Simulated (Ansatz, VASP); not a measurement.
# LiH in VASP and in Ansatz

```
Li H
1.0
     0.00000    2.03250    2.03250
     2.03250    0.00000    2.03250
     2.03250    2.03250    0.00000
Li H
1 1
Cartesian
  0.0000 0.0000 0.0000
  2.0325 2.0325 2.0325
```

Alike in both runs: task single point; functional r2SCAN; k mesh 8 × 8 × 8; occupations gaussian, width 0.1 eV; no spin polarisation.

|  | VASP | Ansatz |
| --- | --- | --- |
| version | VASP 6.6.1 | Ansatz 0.2.0 |
| potentials or method | VASP PAW PBE potentials, release 64 (Li_sv, H) | scalar-relativistic, plane waves, PAW |
| plane-wave cutoff (eV) | 520 | 500 |
| valence electrons in the cell | 4 | 4 |

|  | VASP | Ansatz | Ansatz less VASP |
| --- | --- | --- | --- |
| gap on the k mesh at the Fermi level (eV) | 3.60 | 3.66 | +0.052 |
| least direct gap on the mesh (eV) | 3.60 | 3.66 | +0.052 |

Caveats: the PAW data sets were made with another functional, which shifts forces and pressure a little (VASP). r2SCAN opens gaps a little over a GGA but as a rule still falls short of measured ones. A k mesh can miss the band edges.
